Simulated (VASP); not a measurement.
A run of VASP 6.6.1:

The input INCAR:

```
PREC     = Accurate       # precision mode
ENCUT    = 520            # plane-wave cutoff, eV
EDIFF    = 1E-7           # SCF threshold, eV
ISMEAR   = 0              # smearing method
SIGMA    = 0.1            # smearing width, eV
LREAL    = False          # projectors in reciprocal space
LASPH    = True           # aspherical terms in the spheres
NELM     = 80             # most SCF steps
ALGO     = Fast           # electronic algorithm
ISIF     = 3              # what is computed and relaxed
LWAVE    = False          # write WAVECAR
LCHARG   = False          # write CHGCAR
GGA      = PS             # functional
IBRION   = 2              # ionic algorithm
NSW      = 80             # ionic steps
EDIFFG   = -0.002         # ionic threshold
PSTRESS  = 0.001        
KPAR     = 4
```

KPOINTS

```
Automatic mesh
0
Gamma
  6 6 8
```

File POSCAR:

```
Hf                                      
1.0
    4.9107936616     -0.0000000000     -0.0000000000
   -2.4553968309      4.2528720848     -0.0000000000
    0.0000000000     -0.0000000000      3.0646865729
  Hf            
     3
Direct
     0.6666666699999979    0.3333333300000021    0.5000000000000000
     0.3333333300000021    0.6666666699999979    0.5000000000000000
     0.0000000000000000    0.0000000000000000    0.0000000000000000
```

Potentials or basis: VASP PAW PBE potentials, release 64 (Hf_pv).

Run with:

```sh
$ cat potpaw_PBE.64/Hf_pv/POTCAR > POTCAR
$ mpirun -np 4 vasp_std > vasp.out
```

Hardware: 4 MPI ranks on AMD EPYC 9R45 96-Core Processor (Zen 5) (shared host).

Estimate the wall time of this run.

Run time: 20 s on 4 MPI ranks on AMD EPYC 9R45 96-Core Processor (Zen 5) (shared host), peak memory 0.19 GiB a rank. Counts: scf iterations 28, k points 35, ion steps 3.
